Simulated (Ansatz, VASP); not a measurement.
**Cross-check of Ga32P32H (bond-centred H in GaP) between VASP and Ansatz**

One calculation is typed for both programs; each brings its own data sets. How far apart do they land? The cell is taken from a series of runs on this material, whose earlier steps may have relaxed, scaled, displaced or heated it; both programs get it as it stands.

Program: Ansatz 0.2.0. Level of theory: plane waves, with VASP 6.6.1 beside it; single point at LDA. Results are calculated unless marked as measured.

## 1. Starting point

The cell holds 65 atoms: 32 Ga, 32 P and 1 H. Cell: a = 10.783 Å, b = 10.783 Å, c = 10.783 Å, α = 90.0°, β = 90.0°, γ = 90.0°. It derives from GaP (GaP (F-43m)). Nearest the centre at fractional (0.443, 0.451, 0.581): H65 at 0.40 Å, Ga29 at 1.62 Å, P40 at 1.65 Å, P61 at 2.82 Å, Ga15 at 2.92 Å, Ga22 at 3.00 Å, P43 at 3.09 Å, P50 at 3.16 Å.

## 2. Ansatz: single point, LDA

Ansatz runs on its default PAW (the set named soft_2) files.

A single point gives forces, pressure and levels at one fixed geometry, so differences don't come from the geometry; what else differs is listed under the comparison.

input.yaml reads:

```yaml
crystal:
  lattice:
    - [10.78263531, 0.0, 0.0]
    - [0.0, 0.0, -10.78263531]
    - [0.0, 10.78263531, 0.0]
  atoms:
    - { symbol: Ga, position: [0.000379761, 0.000293323, 0.000577048] }
    - { symbol: Ga, position: [0.000870493, 0.250469987, 0.250754085] }
    - { symbol: Ga, position: [0.250540402, 0.000833428, 0.250723483] }
    - { symbol: Ga, position: [0.250065582, 0.249984192, 0.000509594] }
    - { symbol: P, position: [0.125228557, 0.125195538, 0.125784982] }
    - { symbol: P, position: [0.126115242, 0.37544867, 0.375771386] }
    - { symbol: P, position: [0.37552315, 0.126024055, 0.375789241] }
    - { symbol: P, position: [0.375424733, 0.37536321, 0.124480009] }
    - { symbol: Ga, position: [-0.002151193, -0.002211792, 0.499208136] }
    - { symbol: Ga, position: [-0.000614015, 0.249337051, 0.750767968] }
    - { symbol: Ga, position: [0.249398963, -0.000717776, 0.750785199] }
    - { symbol: Ga, position: [0.242695464, 0.242619266, 0.499845739] }
    - { symbol: P, position: [0.120355648, 0.120256848, 0.625846567] }
    - { symbol: P, position: [0.122382852, 0.373953094, 0.87760572] }
    - { symbol: P, position: [0.374036827, 0.122302865, 0.877601763] }
    - { symbol: P, position: [0.35069956, 0.350618259, 0.651297071] }
    - { symbol: Ga, position: [-0.000913939, 0.499604781, 0.000443061] }
    - { symbol: Ga, position: [0.001088135, 0.750182344, 0.249757317] }
    - { symbol: Ga, position: [0.250833321, 0.499773042, 0.249645713] }
    - { symbol: Ga, position: [0.25032484, 0.750216025, 0.001113071] }
    - { symbol: P, position: [0.12517906, 0.624523562, 0.124967804] }
    - { symbol: P, position: [0.125447305, 0.875043807, 0.374965952] }
    - { symbol: P, position: [0.374971349, 0.631120337, 0.368977487] }
    - { symbol: P, position: [0.374880302, 0.876760837, 0.124507232] }
    - { symbol: Ga, position: [0.001174844, 0.500867594, 0.500222785] }
    - { symbol: Ga, position: [0.000423744, 0.750282813, 0.750191268] }
    - { symbol: Ga, position: [0.244398393, 0.502393312, 0.757409187] }
    - { symbol: Ga, position: [0.251482859, 0.751471045, 0.500311117] }
    - { symbol: P, position: [0.126424198, 0.625793975, 0.624844758] }
    - { symbol: P, position: [0.125016938, 0.874338712, 0.875893732] }
    - { symbol: P, position: [0.37561813, 0.625765682, 0.875735491] }
    - { symbol: P, position: [0.37564798, 0.876088725, 0.625200395] }
    - { symbol: Ga, position: [0.499708349, -0.000991813, 0.000427877] }
    - { symbol: Ga, position: [0.499816298, 0.250762788, 0.249656079] }
    - { symbol: Ga, position: [0.750255011, 0.001000426, 0.249730455] }
    - { symbol: Ga, position: [0.750276503, 0.250225771, 0.001105955] }
    - { symbol: P, position: [0.624569858, 0.125110151, 0.124993413] }
    - { symbol: P, position: [0.631235117, 0.374864863, 0.368949925] }
    - { symbol: P, position: [0.875068539, 0.12536836, 0.374975817] }
    - { symbol: P, position: [0.876808094, 0.374779408, 0.124496239] }
    - { symbol: Ga, position: [0.500934427, 0.001068363, 0.500232534] }
    - { symbol: Ga, position: [0.502460726, 0.244318309, 0.757442167] }
    - { symbol: Ga, position: [0.750404264, 0.000400174, 0.750168507] }
    - { symbol: Ga, position: [0.751543639, 0.251422632, 0.500352191] }
    - { symbol: P, position: [0.62583518, 0.126343203, 0.624840588] }
    - { symbol: P, position: [0.625823461, 0.375562459, 0.875776054] }
    - { symbol: P, position: [0.874467766, 0.124968923, 0.875894862] }
    - { symbol: P, position: [0.876185511, 0.375609085, 0.625199011] }
    - { symbol: Ga, position: [0.500965426, 0.500916596, 0.000473567] }
    - { symbol: Ga, position: [0.501290938, 0.754123639, 0.246877216] }
    - { symbol: Ga, position: [0.754229807, 0.501211211, 0.246881854] }
    - { symbol: Ga, position: [0.750920906, 0.750866547, -0.000884407] }
    - { symbol: P, position: [0.626225332, 0.626119451, 0.124669818] }
    - { symbol: P, position: [0.625637045, 0.876129832, 0.374870288] }
    - { symbol: P, position: [0.876203278, 0.62558074, 0.374898836] }
    - { symbol: P, position: [0.875319898, 0.875220129, 0.125190652] }
    - { symbol: Ga, position: [0.522434549, 0.522299806, 0.474941068] }
    - { symbol: Ga, position: [0.499698243, 0.750890757, 0.750049952] }
    - { symbol: Ga, position: [0.750940578, 0.499612742, 0.750046181] }
    - { symbol: Ga, position: [0.751818592, 0.75176735, 0.499418964] }
    - { symbol: P, position: [0.628596314, 0.628532661, 0.626279615] }
    - { symbol: P, position: [0.625273041, 0.875276151, 0.874667137] }
    - { symbol: P, position: [0.875303387, 0.625160702, 0.874717678] }
    - { symbol: P, position: [0.875012944, 0.87493163, 0.625886969] }
    - { symbol: H, position: [0.42612614, 0.425653198, 0.558543218] }
  host:
    repeats: [2, 2, 2]
    atoms:
      - { symbol: Ga, position: [0.0, 0.0, 0.0] }
      - { symbol: Ga, position: [0.0, 0.5, 0.5] }
      # ... 6 more atoms of the perfect host
basis:
  ecutwfc: 420
  xc_grid: 2
hamiltonian:
  xc: lda
kpoints:
  mp_grid: { grid: [2, 2, 2], shift: [0.5, 0.5, 0.5] }
magnetization:
  spin_polarized: true
  initial_magnetization: 1
  spin_locking: { lock_magnetization: hard }
scf:
  occupations: { method: fermi_dirac, width: 0.01 }
  max_iter: 120
output:
  forces: true
  charged_corrections:
    epsilon: 10.64
    static_epsilon: 12.49
    defect_position: [0.442568, 0.450578, 0.580645]
  eigenvalues: true
checkpoint:
  write: "../point1.run"
  compress: false
  write_wavefunctions: true
  write_every: 100000
```

Started as:

```bash
> ansatz run input.yaml --threads 2 --pin off --max-ram 4710MiB --backend cpu --events-out ev --progress --plain --runs-dir out
```

Numbers of over 12 decimals in the logs are rounded to 6 here.

Output:

```text
Engine: ansatz 0.2.0, aarch64-unknown-linux-gnu
Pseudopotentials: kind: paw
Pseudopotential: Ga, paw, valence charge 13, recommended cutoff 420 eV (normal), Ga.paw.azcp
Pseudopotential: P, paw, valence charge 5, recommended cutoff 420 eV (normal), P.paw.azcp
Pseudopotential: H, paw, valence charge 1, recommended cutoff 420 eV (normal), H.paw.azcp
Functional definition: SPW92
  exchange = slater_x
  correlation = pw_c
Crystal: 65 atoms, lattice volume = 1253.646 Å³
Basis set: ecut = 420 eV, 24405 PW (Γ), exchange–correlation on 150×150×150 points (8 copies of the dense FFT grid, shifted against one another)
Bands: 354, of which v1, the nominal top of the filled ones, is band 289 counted from 1 (288 counted from 0)
Symmetry: 1 space group operations
Space group: P1 (ITA 1), of the structure as read, at distance tolerance 1.1e-4 Å
Magnetic group: BNS 1.1 (UNI 1), of the structure as read, at distance tolerance 1.1e-4 Å
k-points: 4 of 8 (time reversal used)
Non-local potential: Ga, projectors of the file, l = 0: 2, l = 1: 2, l = 2: 3, l = 3: 1
Non-local potential: P, projectors of the file, l = 0: 2, l = 1: 2, l = 2: 2
Non-local potential: H, projectors of the file, l = 0: 2, l = 1: 1
PAW form: soft (Blöchl's): semilocal exchange-correlation on the pseudo side does not see the compensation charge
PAW frozen core: Ga, regenerated for the run's functional, and the local potential with it (the file was generated under x = pbe(κ = 0.804, μ = 0.219515), c = pbe(β = 0.066725))
PAW frozen core: P, regenerated for the run's functional, and the local potential with it (the file was generated under x = pbe(κ = 0.804, μ = 0.219515), c = pbe(β = 0.066725))
PAW one-centre angular grid: Ga, 590 points (default); XC on 64 Gauss nodes
PAW one-centre angular grid: P, 110 points (default); XC on 64 Gauss nodes
PAW one-centre angular grid: H, 110 points (default); XC on 64 Gauss nodes
Initial density: superposition of atomic densities (chi_scale 0.1, normalization cell)
Starting moments: Σ|m| = 1 μB on 65 of 65 sites
Initial wavefunctions: pseudopotential atomic-orbital guess
Functional: x = slater, c = lda
SCF iter   1: F=—  HF=-141904.062547 eV  |F-HF|=—  |Δ(HF+E_count)|=         —  Δρ=2.28e-2 (↑2.28e-2 ↓2.28e-2)  dr2=2.98e1  dr2_m=4.76e-2  M=1.000 μB ∫|m|=1.010 μB  β_m=0.30  ethr=3.10e-3  ⟨swp⟩=8.0  Hψ=11606  notcnv=0
preconditioner: auto → Resta (q_TF=auto, 2.397 Å⁻¹)  ε∞=4.5  [insulator: Δε(μ)=0.298 eV  Ē_g=13.555 eV  σ=0.010 eV  W_gap=1.00  n_scr=256 (ndim 8)  ℏωp=25.2 eV  f_vac=0.000  D(μ)=0.00/eV (n_scr^D=0)  ε∞_Penn≈4.5]
spin=Collinear: Resta preconditioning applied to the charge; magnetization (m = ρ↑ − ρ↓) channel mixes plain (no charge-response kernel on spin).
SCF iter   2: F=—  HF=-141898.290126 eV  |F-HF|=—  |Δ(HF+E_count)|=    5.77e0  Δρ=1.64e-2 (↑1.61e-2 ↓1.64e-2)  dr2=1.36e1  dr2_m=2.16e-2  M=1.000 μB ∫|m|=1.010 μB  β_m=0.57  ethr=3.10e-3  ⟨swp⟩=2.0  Hψ=3313  notcnv=0  defer=475
SCF iter   3: F=—  HF=-141894.387040 eV  |F-HF|=—  |Δ(HF+E_count)|=    3.90e0  Δρ=3.79e-3 (↑3.79e-3 ↓3.74e-3)  dr2=6.64e-1  dr2_m=4.88e-4  M=1.000 μB ∫|m|=1.017 μB  β_m=0.56  ethr=2.36e-3  ⟨swp⟩=3.5  Hψ=3486  notcnv=0  defer=475
SCF iter   4: F=—  HF=-141894.129526 eV  |F-HF|=—  |Δ(HF+E_count)|=   2.58e-1  Δρ=1.39e-3 (↑1.39e-3 ↓1.38e-3)  dr2=1.15e-1  dr2_m=3.65e-5  M=1.000 μB ∫|m|=1.021 μB  β_m=0.67  ethr=1.15e-4  ⟨swp⟩=3.0  Hψ=5186  notcnv=0  defer=475
SCF iter   5: F=—  HF=-141894.118129 eV  |F-HF|=—  |Δ(HF+E_count)|=   1.14e-2  Δρ=3.48e-4 (↑3.48e-4 ↓3.43e-4)  dr2=6.99e-3  dr2_m=4.49e-6  M=1.000 μB ∫|m|=1.024 μB  β_m=0.83  ethr=2.00e-5  ⟨swp⟩=2.6  Hψ=3457  notcnv=0  defer=475
SCF iter   6: F=—  HF=-141894.119772 eV  |F-HF|=—  |Δ(HF+E_count)|=   1.64e-3  Δρ=8.56e-5 (↑8.37e-5 ↓8.56e-5)  dr2=2.75e-4  dr2_m=2.19e-7  M=1.000 μB ∫|m|=1.025 μB  β_m=0.92  ethr=1.21e-6  ⟨swp⟩=3.0  Hψ=5133  notcnv=0  defer=475
SCF iter   7: F=—  HF=-141894.119897 eV  |F-HF|=—  |Δ(HF+E_count)|=   1.25e-4  Δρ=2.87e-5 (↑2.87e-5 ↓2.67e-5)  dr2=8.48e-5  dr2_m=2.73e-7  M=1.000 μB ∫|m|=1.025 μB  β_m=0.83  ethr=4.76e-8  ⟨swp⟩=2.5  Hψ=4680  notcnv=0  defer=475
SCF iter   8: F=—  HF=-141894.118957 eV  |F-HF|=—  |Δ(HF+E_count)|=   9.41e-4  Δρ=1.35e-5 (↑1.35e-5 ↓1.27e-5)  dr2=1.06e-5  dr2_m=4.18e-8  M=1.000 μB ∫|m|=1.025 μB  β_m=0.71  ethr=1.47e-8  ⟨swp⟩=2.4  Hψ=4912  notcnv=0  defer=475
SCF iter   9: F=—  HF=-141894.118951 eV  |F-HF|=—  |Δ(HF+E_count)|=   5.94e-6  Δρ=3.28e-6 (↑3.28e-6 ↓2.49e-6)  dr2=9.93e-7  dr2_m=8.63e-9  M=1.000 μB ∫|m|=1.025 μB  β_m=0.75  ethr=1.84e-9  ⟨swp⟩=2.5  Hψ=4669  notcnv=0  defer=475
SCF iter  10: F=-141894.118951 eV  HF=-141894.118951 eV  |F-HF|=1.48e-8  |Δ(HF+E_count)|=   1.21e-8  Δρ=1.27e-6 (↑1.27e-6 ↓1.22e-6)  dr2=7.43e-8  dr2_m=1.65e-10  M=1.000 μB ∫|m|=1.025 μB  ethr=1.73e-11  ⟨swp⟩=11.5  Hψ=16283  notcnv=0
SCF 1 converged in 10 iterations: F = -141894.118951 eV  dr2 = 7.43e-8
[...]
k-point 2 ↑: bands = [... 285 lower, 6.5233, 6.9736, 6.9929, 8.5163, 8.9036, 8.9707, 8.9918, 9.1739, ... 61 higher]
  k-point 3 ↓: bands = [... 285 lower, 6.5335, 6.9836, 7.0022, 8.6823, 8.9242, 8.9814, 9.0019, 9.2129, ... 61 higher]
```

Reading the cycles: dr2 is the Hartree energy of the density residual (eV), the measure of convergence; HF is the Harris–Foulkes estimate of the energy, which meets the free energy F at convergence.

## 3. VASP: single point, LDA

The same cell, functional (in two slightly different forms), mesh and smearing now go to VASP, with its own data sets.

Lines of VASP's logs that name or quote its potential files are left out, and so is its time.

INCAR reads:

```
SYSTEM = Ga32P32H
PREC = Accurate
ENCUT = 400
EDIFF = 1E-06
NELM = 200
ISMEAR = -1
SIGMA = 0.01
LREAL = Auto
ALGO = Normal
GGA = PW92
NBANDS = 336
ISPIN = 2
MAGMOM = 0 0 0 0 0.01 0 0 0 0.01 0 0 0 0 0 0 0 0.01 0 0 0 0 0 0 0 0 0.01 0.01 0 0.02 0 0 0 0 0 0 0 0 0 0 0.04 0 0 0.01 0.01 0 0 0 0 0 0.01 0 0.01 0 0 0 0 0 0 0 0 0.01 0 0 0.01 0.03
LORBIT = 11
LWAVE = .FALSE.
LCHARG = .FALSE.
ISIF = 2
ISYM = 0
NUPDOWN = 1
LASPH = .TRUE.
GGA_COMPAT = .FALSE.
KPAR = 4
```

POSCAR reads:

```
Ga32P32H
1.0
   10.7826353050      0.0000000000      0.0000000000
    0.0000000000      0.0000000000    -10.7826353050
    0.0000000000     10.7826353050      0.0000000000
Ga P H
32 32 1
Direct
    0.0003797608      0.0002933233      0.0005770485
    0.0008704929      0.2504699867      0.2507540854
    0.2505404023      0.0008334282      0.2507234834
    0.2500655818      0.2499841917      0.0005095942
    0.9978488068      0.9977882083      0.4992081358
    0.9993859853      0.2493370507      0.7507679680
    0.2493989630      0.9992822240      0.7507851990
    0.2426954644      0.2426192663      0.4998457388
    0.9990860607      0.4996047806      0.0004430613
    0.0010881351      0.7501823444      0.2497573166
    0.2508333213      0.4997730420      0.2496457130
    0.2503248403      0.7502160246      0.0011130707
    0.0011748440      0.5008675941      0.5002227848
    0.0004237436      0.7502828127      0.7501912679
    0.2443983926      0.5023933122      0.7574091867
    0.2514828589      0.7514710447      0.5003111167
    0.4997083485      0.9990081868      0.0004278768
    0.4998162979      0.2507627878      0.2496560788
    0.7502550112      0.0010004263      0.2497304545
    0.7502765035      0.2502257712      0.0011059546
    0.5009344265      0.0010683628      0.5002325337
    0.5024607259      0.2443183088      0.7574421672
    0.7504042641      0.0004001738      0.7501685070
    0.7515436389      0.2514226323      0.5003521910
    0.5009654256      0.5009165963      0.0004735670
    0.5012909379      0.7541236394      0.2468772164
    0.7542298067      0.5012112113      0.2468818541
    0.7509209055      0.7508665475      0.9991155930
    0.5224345488      0.5222998057      0.4749410680
    0.4996982431      0.7508907575      0.7500499521
    0.7509405777      0.4996127424      0.7500461808
    0.7518185922      0.7517673497      0.4994189637
    0.1252285566      0.1251955383      0.1257849823
    0.1261152423      0.3754486704      0.3757713858
    0.3755231503      0.1260240552      0.3757892412
    0.3754247332      0.3753632101      0.1244800088
    0.1203556476      0.1202568478      0.6258465672
    0.1223828520      0.3739530940      0.8776057201
    0.3740368274      0.1223028645      0.8776017628
    0.3506995605      0.3506182592      0.6512970710
    0.1251790600      0.6245235620      0.1249678045
    0.1254473050      0.8750438073      0.3749659517
    0.3749713487      0.6311203370      0.3689774868
    0.3748803018      0.8767608369      0.1245072321
    0.1264241975      0.6257939755      0.6248447582
    0.1250169380      0.8743387123      0.8758937315
    0.3756181301      0.6257656817      0.8757354906
    0.3756479803      0.8760887251      0.6252003949
    0.6245698584      0.1251101509      0.1249934134
    0.6312351174      0.3748648630      0.3689499253
    0.8750685394      0.1253683601      0.3749758166
    0.8768080944      0.3747794081      0.1244962390
    0.6258351800      0.1263432032      0.6248405880
    0.6258234606      0.3755624587      0.8757760539
    0.8744677659      0.1249689229      0.8758948622
    0.8761855115      0.3756090854      0.6251990111
    0.6262253319      0.6261194512      0.1246698181
    0.6256370448      0.8761298317      0.3748702876
    0.8762032783      0.6255807400      0.3748988365
    0.8753198983      0.8752201294      0.1251906519
    0.6285963139      0.6285326615      0.6262796152
    0.6252730413      0.8752761511      0.8746671371
    0.8753033872      0.6251607016      0.8747176783
    0.8750129442      0.8749316298      0.6258869685
    0.4261261395      0.4256531979      0.5585432177
```

KPOINTS reads:

```
Points of the shifted mesh
8
Reciprocal
 0.2500000000  0.2500000000  0.2500000000 1
 0.2500000000  0.2500000000  0.7500000000 1
 0.2500000000  0.7500000000  0.2500000000 1
 0.2500000000  0.7500000000  0.7500000000 1
 0.7500000000  0.2500000000  0.2500000000 1
 0.7500000000  0.2500000000  0.7500000000 1
 0.7500000000  0.7500000000  0.2500000000 1
 0.7500000000  0.7500000000  0.7500000000 1
```

The projector-augmented-wave data sets are Ga_d, P and H (LDA family, release 64).

Started as:

```bash
> mpirun -np 8 vasp_std
```

Output:

```text
[banner, memory and clock lines left out]
running    8 mpi-ranks, on    1 nodes
[...]
|                                                                             |
|           W    W    AA    RRRRR   N    N  II  N    N   GGGG   !!!           |
|           W    W   A  A   R    R  NN   N  II  NN   N  G    G  !!!           |
|           W    W  A    A  R    R  N N  N  II  N N  N  G       !!!           |
|           W WW W  AAAAAA  RRRRR   N  N N  II  N  N N  G  GGG   !            |
|           WW  WW  A    A  R   R   N   NN  II  N   NN  G    G                |
|           W    W  A    A  R    R  N    N  II  N    N   GGGG   !!!           |
|                                                                             |
|     For optimal performance we recommend to set                             |
|       NCORE = 2 up to number-of-cores-per-socket                            |
|     NCORE specifies how many cores store one orbital (NPAR=cpu/NCORE).      |
|     This setting can greatly improve the performance of VASP for DFT.       |
[...]
|                                                                             |
|     You enforced a specific xc type in the INCAR file but a different       |
|     [... a line on the potential file left out ...]
|     I HOPE YOU KNOW WHAT YOU ARE DOING!                                     |
|                                                                             |

 LDA part: xc-table for (Slater(with rela. corr.)+PW92), standard interpolation
 POSCAR, INCAR and KPOINTS ok, starting setup
[...]
entering main loop
       N       E                     dE             d eps       ncg     rms          rms(c)
DAV:   1     0.714893591353E+04    0.71489E+04   -0.19360E+05 10872   0.222E+03
DAV:   2     0.140498162710E+04   -0.57440E+04   -0.55928E+04 10928   0.643E+02
DAV:   3    -0.146387271344E+03   -0.15514E+04   -0.14422E+04 12968   0.224E+02
DAV:   4    -0.335398848632E+03   -0.18901E+03   -0.18568E+03 13312   0.742E+01
[...]
DAV:  17    -0.335791716173E+03   -0.54565E-05   -0.62325E-05 10912   0.397E-02    0.426E-03
DAV:  18    -0.335791718114E+03   -0.19409E-05   -0.23106E-05  9392   0.244E-02    0.203E-03
DAV:  19    -0.335791718709E+03   -0.59581E-06   -0.71292E-06  8384   0.123E-02
   1 F= -.33579172E+03 E0= -.33579172E+03  d E =-.424424E-06  mag=     1.0000
```

Parts of OUTCAR (step 3):

```text
  FREE ENERGIE OF THE ION-ELECTRON SYSTEM (eV)
  ---------------------------------------------------
  free  energy   TOTEN  =      -335.7917187093 eV

  energy  without entropy=     -335.7917182849  energy(sigma->0) =     -335.79171850

 magnetization (x)
# of ion       s       p       d       tot
------------------------------------------
    1        0.000   0.000   0.000   0.000
    2        0.002   0.001   0.001   0.003
    3        0.002   0.001   0.001   0.003
    4        0.001   0.000   0.001   0.002
    5        0.006   0.004   0.000   0.011
    6        0.001   0.000   0.000   0.002
    7        0.001   0.000   0.000   0.002
    8        0.003  -0.000   0.003   0.006
    9        0.007   0.005   0.001   0.013
   10       -0.000   0.000   0.001   0.001
   11        0.001   0.001   0.001   0.002
   12        0.002   0.001   0.001   0.003
   13        0.000   0.000   0.000   0.001
[...]
--------------------------------------------------
tot          0.130   0.273   0.035   0.438

[... 1 further part left out ...]
```

The run ends at a pressure of 0.55 GPa, with forces up to 0.20 eV/Å.

## 4. Comparison

Known differences besides the potentials themselves: VASP starts from the moments at which Ansatz ended; the cutoff is 420 eV in Ansatz and 400 eV in VASP (PREC = Accurate, projectors in real space); VASP's log shows a relativistic correction to its local exchange, Ansatz's none; site moments are counted in spheres of each program's own size. Total energies have different zeros and are not compared.

Both answers:

```tsv
quantity	Ansatz	VASP	difference
total moment, fixed by the input (μB)	1.00	1.00	0.00
moment on Ga29 (μB)	0.02	0.13	-0.11
moment on P40 (μB)	0.04	0.10	-0.07
```

Forces on 7 of the 65 atoms, those with the largest forces and the largest differences (eV/Å; atoms numbered as in POSCAR):

```tsv
atom	Ansatz x, y, z	VASP x, y, z
Ga15	-0.034, -0.045, -0.070	-0.036, -0.045, -0.068
Ga22	0.070, -0.045, 0.033	0.068, -0.045, 0.035
Ga29	0.089, 0.091, -0.092	0.095, 0.087, -0.098
P40	-0.108, -0.125, 0.110	-0.099, -0.134, 0.102
P43	-0.071, 0.017, -0.005	-0.070, 0.018, -0.004
P61	-0.018, -0.088, 0.019	-0.019, -0.087, 0.020
H65	0.023, 0.091, -0.026	0.010, 0.105, -0.014
```

The forces differ by 2.2 meV/Å r.m.s., which is 7.4 % of the r.m.s. force of 0.030 eV/Å (both taken over all components).

## 5. Outcome

```yaml
difference_in_moment_on_ga29_single_point_lda: -0.11 μB
```

In words: The difference in moment on Ga29 is -0.11 μB (single point, LDA). Such differences can come from data sets, numerical settings and the points named under the comparisons, not from the functional's error against experiment.

[Lines on the potential files, build, host, timing and source positions are cut from VASP's logs without a mark.]

[Logs are printed without paths, hosts, clocks, repeated set-up lines and the standing remarks that a program may print on its own settings, such as how far it seeks lower states.]

[Hosts, paths, dates, database ids (printed as entryN), source tags and the programs' standing remarks are cut or masked in the printed files.]
